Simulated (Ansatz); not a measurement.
## Relaxing CoO

Computed with Ansatz, DFT PBE, scalar-relativistic, plane waves, PAW. Cutoff 420 eV, Γ-centred k mesh, Gaussian smearing, collinear spin, first started from parallel moments.

CoO was placed on the cinnabar structure type (P3_221, No. 154), with Co in place of Hg, O in place of S, at a guessed volume.

```yaml
crystal:
  lattice:
    - [3.26828, 0.00000, 0.00000]
    - [-1.63414, 2.83042, 0.00000]
    - [0.00000, 0.00000, 7.48748]
  atoms:
    - { symbol: Co, position: [0.71980, 0.00000, 0.66667] }
    - { symbol: Co, position: [0.00000, 0.71980, 0.33333] }
    - { symbol: Co, position: [0.28020, 0.28020, 0.00000] }
    - { symbol: O, position: [0.48890, 0.00000, 0.16667] }
    - { symbol: O, position: [0.00000, 0.48890, 0.83333] }
    - { symbol: O, position: [0.51110, 0.51110, 0.50000] }
```

Cell and atoms relax at zero pressure; the relaxation can't lower the symmetry of the start. After a coarse first stage the cell is made exact in the group found at 0.06 Å.

Formation energies are uncorrected and refer to the elements' standard structures at the same level (O₂ as a molecule).

Q: Describe the relaxed structure.

A: It ends in R-3m (No. 166). Conventional cell: a = 2.881 Å, c = 7.900 Å. Co is coordinated by 6 O at 2.12 Å; O is coordinated by 6 Co at 2.12 Å.

```xyz
2
Lattice="1.4404 0.8316 2.6333 -1.4404 0.8316 2.6333 0.0000 -1.6633 2.6333" Properties=species:S:1:pos:R:3 pbc="T T T"
Co    0.0000    0.0000    0.0000
O     0.0000    0.0000    3.9499
```

Q: What are its volume, energy, gap and moment?

A: The volume per atom is 9.46 Å³ and the density is 6.57 g/cm³. The energy over the elements is -0.50 eV/atom and the gap on the 24×24×24 mesh is 0 eV (a metal). The net moment per atom is 1.43 μB and the largest site moment is 2.44 μB.

The final run used a 24×24×24 mesh on its 2-atom cell and 0.10 eV smearing. The k mesh leaves about 4 meV/atom of noise in metals. A structure relaxed within its symmetry needn't be a true minimum.

Cost: 3 runs of about 13 core-minutes in all, on Arm Neoverse V2 (shared hosts).